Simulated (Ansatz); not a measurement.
Born–Oppenheimer molecular dynamics of a 18-atom SnO cell at 20.34 Å³/atom, computed with Ansatz: Langevin thermostat at 2590 K, 130 steps of 2.0 fs, friction 0.005 1/fs. The run is short and the cell small, so it isn't an equilibrium average.

```yaml
crystal:
  lattice:
    - [7.068323, 0.244929, -0.08656]
    - [0.244929, 7.226276, 0.098557]
    - [-0.08656, 0.098557, 7.177885]
  atoms:
    - { symbol: Sn, position: [0.4292282809, 0.4690178453, 0.9070258371] }
    - { symbol: Sn, position: [0.9872124359, 0.8276838996, 0.8114260714] }
    - { symbol: Sn, position: [0.3313111718, 0.4677158977, 0.348095014] }
    - { symbol: Sn, position: [0.0852053123, 0.9828283354, 0.2903274343] }
    - { symbol: Sn, position: [0.971692783, 0.3814059404, 0.0526375629] }
    - { symbol: Sn, position: [0.6305152215, 0.1086577789, 0.9211115784] }
    - { symbol: Sn, position: [0.7208551725, 0.7137165682, 0.2443428336] }
    - { symbol: Sn, position: [0.4884186601, 0.7883918214, 0.6497678019] }
    - { symbol: Sn, position: [0.8832588869, 0.4583729138, 0.641812184] }
    - { symbol: O, position: [0.8056383645, 0.1670567786, 0.1413478138] }
    - { symbol: O, position: [0.237124601, 0.7785600958, 0.5473778985] }
    - { symbol: O, position: [0.5223637444, 0.5110146819, 0.560827557] }
    - { symbol: O, position: [0.8473631046, 0.4629689341, 0.3940730434] }
    - { symbol: O, position: [0.185585467, 0.2035403947, 0.3788668761] }
    - { symbol: O, position: [0.7797875236, 0.1950139125, 0.7479334387] }
    - { symbol: O, position: [0.8154218688, 0.9089711696, 0.4044310971] }
    - { symbol: O, position: [0.1817404825, 0.5701393337, 0.9021222567] }
    - { symbol: O, position: [0.151612795, 0.844183161, 0.0451858451] }
  symmetry: { detect: false }
basis:
  ecutwfc: 420
  xc_grid: 1
kpoints:
  mp_grid: { grid: [1, 1, 1], shift: [0.25, 0.25, 0.25] }
hamiltonian:
  xc: pbe
  dispersion: d3bj
scf:
  occupations: { method: fermi_dirac, width: 0.2232 }
  lower_state_search: "off"
  convergence: { dr2_threshold: 1.0e-05 }
output:
  forces: true
  stress: true
md:
  timestep: 2.0
  n_steps: 130
  ensemble: nvt_langevin
  friction: 0.005
  temperature: 2590.0
  initial_velocities: maxwell_boltzmann
  seed: 77000
```

```bash
ansatz run input.yaml --threads 2 --pin off --max-ram 5120MiB --backend cpu --events-out ev --progress --plain --runs-dir out
```

Theory: DFT PBE+D3(BJ), scalar-relativistic, plane waves, PAW (Ansatz 0.2.0).

6 frames, positions in Å (not wrapped into the cell) and forces in eV/Å:

```xyz
18
Lattice="7.068 0.245 -0.087 0.245 7.226 0.099 -0.087 0.099 7.178" Properties=species:S:1:pos:R:3:forces:R:3 pbc="T T T" time_fs=0.0 temperature_K=2446 free_energy_over_first_frame_eV=0.000
Sn    3.070    3.584    6.520    3.110   -0.320    0.200
Sn    7.110    6.303    5.820    0.280   -0.310   -0.490
Sn    2.426    3.495    2.516   -0.040   -0.120   -0.070
Sn    0.818    7.152    2.173   -1.790   -1.680    0.130
Sn    6.957    2.999    0.331   -0.630    0.080    1.370
Sn    4.404    1.030    6.568   -4.160   -3.110    4.570
Sn    5.249    5.358    1.762   -0.770   -0.740   -0.330
Sn    3.589    5.881    4.699    1.990    0.670    0.300
Sn    6.300    3.592    4.576   -0.580   -1.230    4.270
O     5.723    1.418    0.961    0.670   -0.090   -0.370
O     1.819    5.738    3.985   -3.170    0.560   -1.610
O     3.769    3.876    4.031   -0.270   -0.980    1.270
O     6.069    3.592    2.801    0.010    0.810   -6.120
O     1.329    1.554    2.723    1.060    1.590    0.390
O     5.495    1.674    5.320    4.740    2.870   -4.870
O     5.951    6.808    2.922    1.950   -0.120    0.110
O     1.346    4.253    6.516   -2.460    0.050   -1.260
O     1.275    6.142    0.394    0.050    2.040    2.540
18
Lattice="7.068 0.245 -0.087 0.245 7.226 0.099 -0.087 0.099 7.178" Properties=species:S:1:pos:R:3:forces:R:3 pbc="T T T" time_fs=52.0 temperature_K=2540 free_energy_over_first_frame_eV=0.055
Sn    2.991    3.402    6.637   -0.720    0.300    0.360
Sn    7.020    6.670    5.821    1.580   -0.160    0.260
Sn    2.236    3.392    2.235    0.500    0.670    1.470
Sn    0.986    7.016    2.422   -0.450    0.240   -1.120
Sn    7.027    3.023    0.181    0.120   -1.400   -0.830
Sn    4.384    0.708    6.888    0.240    0.390    0.320
Sn    5.429    5.330    1.368   -0.640   -0.070    0.540
Sn    3.516    6.080    4.712    2.250   -1.200    0.240
Sn    6.043    3.832    4.510    0.690   -1.690   -0.780
O     6.375    0.962    0.592    0.360    0.320    0.420
O     1.787    5.868    3.997   -2.720    1.020   -1.200
O     3.191    3.715    4.747    1.950    0.780   -2.240
O     6.261    3.539    2.074   -0.640    0.720    1.000
O     1.366    1.787    3.013   -0.100   -2.400   -0.550
O     6.583    1.732    5.212   -0.910    0.600    0.440
O     6.336    6.320    2.879    0.070    0.520    0.510
O     1.095    4.213    6.025   -1.000   -0.510   -0.050
O     1.352    5.574    0.713   -0.590    1.880    1.220
18
Lattice="7.068 0.245 -0.087 0.245 7.226 0.099 -0.087 0.099 7.178" Properties=species:S:1:pos:R:3:forces:R:3 pbc="T T T" time_fs=104.0 temperature_K=2847 free_energy_over_first_frame_eV=0.048
Sn    2.739    3.409    6.448    0.850   -0.100   -0.120
Sn    7.001    7.128    5.802   -0.470   -0.280    0.180
Sn    2.028    3.405    2.337    0.190   -0.960    0.680
Sn    0.874    7.056    2.550    0.310    0.830    2.020
Sn    7.020    2.816    0.129    0.170    0.910    0.620
Sn    4.298    0.448    7.394   -1.460    2.000   -0.470
Sn    5.430    5.205    1.158    0.800   -2.360    1.350
Sn    3.458    6.087    4.582    2.900    0.980   -0.040
Sn    6.039    3.840    4.336    2.630    0.780    3.120
O     6.669    0.780    0.759   -0.980    1.280   -0.910
O     1.579    6.478    4.761   -2.130    0.390   -0.550
O     4.159    3.996    4.299   -3.450    0.520    0.470
O     6.381    3.640    2.560    1.480   -1.130   -3.950
O     2.459    1.260    3.033   -1.720   -0.170   -1.170
O     6.298    2.217    5.490   -1.070   -2.530    0.090
O     6.089    6.241    2.996    0.750    0.590    0.000
O     0.914    3.676    5.567    0.200    0.990   -0.410
O     1.659    5.880    1.297    0.970   -1.740   -0.910
18
Lattice="7.068 0.245 -0.087 0.245 7.226 0.099 -0.087 0.099 7.178" Properties=species:S:1:pos:R:3:forces:R:3 pbc="T T T" time_fs=156.0 temperature_K=2453 free_energy_over_first_frame_eV=0.210
Sn    2.676    3.348    6.309    0.870    0.330   -0.600
Sn    6.876    7.394    6.020   -0.150   -0.230    0.420
Sn    1.972    3.292    2.692    4.760    0.750   -1.870
Sn    0.864    6.934    2.638   -0.650    1.610   -0.810
Sn    7.094    2.855    0.143   -0.120   -2.180    0.190
Sn    4.179    0.580    7.638   -2.600   -0.290   -0.290
Sn    5.592    4.819    1.329   -1.640    1.330    0.220
Sn    3.771    6.502    4.457   -0.430   -0.800   -0.610
Sn    6.321    3.876    4.444   -2.080   -0.310   -0.550
O     5.993    1.097    1.123    2.310    1.210    0.830
O     1.118    7.252    4.602    1.220    0.450   -0.770
O     2.775    4.323    4.124    2.840    0.260    1.100
O     7.268    3.013    2.527   -3.920    0.210    1.460
O     2.291    1.249    1.921    0.410    0.430    0.680
O     5.217    1.876    5.719    1.060   -0.090   -0.040
O     5.983    6.338    2.831    0.470   -1.160    0.170
O     0.981    4.086    5.406   -1.890   -0.150    0.900
O     2.203    5.680    1.944   -0.470   -1.350   -0.430
18
Lattice="7.068 0.245 -0.087 0.245 7.226 0.099 -0.087 0.099 7.178" Properties=species:S:1:pos:R:3:forces:R:3 pbc="T T T" time_fs=208.0 temperature_K=2739 free_energy_over_first_frame_eV=-0.989
Sn    2.727    3.265    6.027    0.810    0.310   -0.700
Sn    6.823    7.414    6.232    0.250   -0.240   -0.880
Sn    2.351    3.230    2.960    0.010    1.330   -0.230
Sn    0.777    6.958    2.803   -0.450   -1.520   -1.060
Sn    7.161    2.611    0.237   -1.060   -0.980    1.230
Sn    3.774    0.867    7.925    0.880   -0.360    0.230
Sn    5.434    4.469    1.438   -0.110    1.330    0.740
Sn    4.024    6.674    4.483   -0.160    2.620   -1.270
Sn    6.043    3.876    4.534    0.920   -0.050   -0.470
O     6.080    1.199    2.070   -0.360   -0.110   -1.300
O     1.511    7.624    4.475    0.450   -0.220    1.210
O     3.668    4.966    5.212   -0.460   -1.860    1.160
O     7.459    3.275    3.025   -0.610   -0.410    0.170
O     1.747    1.316    0.841    0.770   -0.340    1.070
O     4.814    2.023    5.916   -0.240   -0.100    0.650
O     6.452    5.750    3.204   -1.630   -0.530    0.430
O     0.331    4.151    6.407    0.130    0.200   -1.200
O     1.793    5.168    2.090    0.840    0.930    0.220
18
Lattice="7.068 0.245 -0.087 0.245 7.226 0.099 -0.087 0.099 7.178" Properties=species:S:1:pos:R:3:forces:R:3 pbc="T T T" time_fs=260.0 temperature_K=1519 free_energy_over_first_frame_eV=-0.479
Sn    2.960    3.242    5.749   -0.080    1.340    2.630
Sn    6.820    7.339    6.233   -0.860   -0.570    1.120
Sn    2.690    3.310    3.119   -1.310    0.620   -3.070
Sn    0.551    6.781    3.089    0.970    0.670   -0.190
Sn    7.116    2.443    0.564   -0.840    0.580    1.740
Sn    3.572    0.962    8.136    1.400   -2.690    2.860
Sn    5.093    4.535    1.343    0.290    0.000    0.910
Sn    4.127    6.753    4.506   -0.600    0.120   -0.270
Sn    5.863    3.984    4.657    0.740   -0.360   -0.320
O     5.811    1.149    2.072    1.140   -0.200   -0.150
O     1.254    6.735    5.150    0.710    0.370   -1.910
O     4.254    5.075    6.811   -1.880    0.130   -2.350
O     7.761    3.068    2.662    0.260    0.670    0.350
O     1.754    1.235    0.896   -0.410   -0.230   -0.630
O     4.253    1.952    6.650    0.620    1.430   -2.270
O     5.989    5.911    3.383   -0.710   -1.280    0.790
O    -0.253    4.149    6.517    0.940   -0.190    0.020
O     2.216    5.725    2.478   -0.380   -0.420    0.750
```

Over the second half the temperature averages 2652 K and the pressure (kinetic part included, positive in compression) 0.8 GPa. Mean square displacements at the end: O 3.09 Å², Sn 1.03 Å² (from the start of this run, the atoms' common shift taken off).

One k point is coarse for so small a cell, so forces and above all the pressure are rough.

Time: 7 min on 2 threads of Intel(R) Xeon(R) Processor @ 2.70GHz, on a shared host, peak memory 0.59 GiB.